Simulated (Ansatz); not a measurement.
## Relaxing W2C

All numbers below come from DFT r2SCAN, scalar-relativistic, plane waves, PAW in Ansatz 0.2.0. Settings: 500 eV cutoff, 18×18×10 k-mesh, Gaussian smearing of 0.10 eV, no spin polarisation.

What was changed in Ta2C: Ta → W on all its sites, cell and atoms relaxed.

Spin–orbit coupling is left out, which can shift energies with elements as heavy as these.

Command:

```bash
ansatz run input.yaml --threads 2 --pin off --max-ram 5120MiB --backend cpu --events-out ev --progress --plain --runs-dir out
```

Input:

```yaml
crystal:
  lattice:
    - [3.0288170946, 0.0, 0.0]
    - [-1.5144085473, 2.6230325474, 0.0]
    - [0.0, 0.0, 4.8130315134]
  atoms:
    - { symbol: W, position: [0.3333333333, 0.6666666667, 0.2535635792] }
    - { symbol: W, position: [0.6666666667, 0.3333333333, 0.7464364208] }
    - { symbol: C, position: [0.0, 0.0, 0.0] }
basis:
  ecutwfc: 500
kpoints:
  mp_grid: { grid: [18, 18, 10] }
hamiltonian:
  xc: r2scan
scf:
  occupations: { method: gaussian, width: 0.1 }
output:
  forces: true
  stress: true
  eigenvalues: true
relax:
  adjacent_minimum: "off"
  f_tol: 0.01
  max_steps: 60
  cell: { stress_tol: 0.1 }
```

F is the free energy. Steps run on the plane waves of an earlier cell, but the last one, and at times one on the way, on a freshly chosen basis, so a repeated geometry can differ a little in energy.

At step 2 the energy rises: a step can overshoot before the optimiser corrects it.

Steps:

| step | F − F(1) (eV) | largest force component (eV/Å) | V (Å³/atom) | P (GPa) |
| --- | --- | --- | --- | --- |
| 1 | 0.0000 | 0.143 | 12.746 | -7.07 |
| 2 | 0.0569 | 1.297 | 12.025 | 11.85 |
| 3 | -0.0467 | 0.185 | 12.521 | -1.67 |
| 4 | -0.0517 | 0.152 | 12.483 | -0.16 |
| 5 | -0.0523 | 0.060 | 12.476 | 0.52 |
| 6 | -0.0525 | 0.001 | 12.493 | -0.05 |
| 7 | -0.0521 | 0.001 | 12.493 | -0.05 |

Relaxed structure:

```yaml
crystal:
  lattice:
    - [3.04998, 0.00000, 0.00000]
    - [-1.52499, 2.64136, 0.00000]
    - [0.00000, 0.00000, 4.65240]
  atoms:
    - { symbol: W, position: [0.33333, 0.66667, 0.25390] }
    - { symbol: W, position: [0.66667, 0.33333, 0.74610] }
    - { symbol: C, position: [0.00000, 0.00000, 0.00000] }
```

It takes space group P-3m1 (No. 164, trigonal). Conventional cell: a = 3.050 Å, b = 3.050 Å, c = 4.652 Å, α = 90.00°, β = 90.00°, γ = 120.00°. Around W (site symmetry 3m) lie 3 C at 2.12 Å. C (site symmetry -3m) has 6 W at 2.12 Å as nearest neighbours.

The run converged. The run took 68 s on 2 threads of Intel(R) Xeon(R) 6975P-C (Granite Rapids), with other jobs on the host, peak memory 0.68 GiB.